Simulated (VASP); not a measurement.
Runs of VASP 6.6.1 on HgSe. Symmetry: F-43m, No. 216, cubic system. The conventional cell has a = 6.078 Å, b = 6.078 Å, c = 6.078 Å, α = 90.00°, β = 90.00°, γ = 90.00°. Around Hg (site symmetry -43m) lie 4 Se at 2.63 Å. Around Se (site symmetry -43m) lie 4 Hg at 2.63 Å. 

| level | spin | k mesh | pressure (GPa) |
| --- | --- | --- | --- |
| r2SCAN | off | 8 × 8 × 8 | 3.2 |
| rSCAN | off | 8 × 8 × 8 | (a) |
| SCAN | off | 8 × 8 × 8 | 2.0 |
| r2SCAN | SOC, no magnetisation | 6 × 6 × 6 | (b) |
| SCAN | SOC, no magnetisation | 6 × 6 × 6 | 1.7 |

Alike in all rows: task band structure; potentials or basis VASP PAW PBE potentials, release 64 (Hg, Se); cell as given; cutoff (eV) 520; smearing fermi-dirac 0.05 eV.

Fill in the values left out.

(a) 3.3; (b) 2.9.

Caveats: the PAW data sets were made with another functional, which shifts forces and pressure a little.

Runs at the PBE level aren't shown here.
